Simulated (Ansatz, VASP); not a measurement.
ZnO: VASP beside Ansatz

```
CELL_PARAMETERS angstrom
3.20274 0.00000 0.00000
-1.60137 2.77366 0.00000
0.00000 0.00000 5.30758
ATOMIC_POSITIONS crystal
Zn 0.33333 0.66667 0.00158
Zn 0.66667 0.33333 0.50158
O 0.33333 0.66667 0.42578
O 0.66667 0.33333 0.92578
```

Alike in both runs: task single point; functional PBEsol; k mesh 9 × 9 × 6; occupations gaussian, width 0.05 eV; no spin polarisation.

|  | VASP | Ansatz |
| --- | --- | --- |
| version | VASP 6.6.1 | Ansatz 0.2.0 |
| potentials or method | VASP PAW PBE potentials, release 64 (Zn, O) | scalar-relativistic, plane waves, PAW |
| plane-wave cutoff (eV) | 520 | 520 |
| valence electrons in the cell | 36 | 36 |

|  | VASP | Ansatz | Ansatz less VASP |
| --- | --- | --- | --- |
| gap on the k mesh at the Fermi level (eV) | 0.74 | 0.74 | +0.005 |
| least direct gap on the mesh (eV) | 0.74 | 0.74 | +0.005 |
| pressure (GPa) | 5.6 | 4.6 | -0.98 |
| largest component of the traceless stress (GPa) | 11.80 | 11.11 | -0.685 |
| rms of the force components (eV/Å) | 0.429 | 0.411 | -0.0178 |

Atom by atom the forces differ by 0.018 eV/Å (rms over components). Ansatz warned: «pseudo_functional_mismatch».

Caveats: the PAW data sets were made with another functional, which shifts forces and pressure a little (VASP).
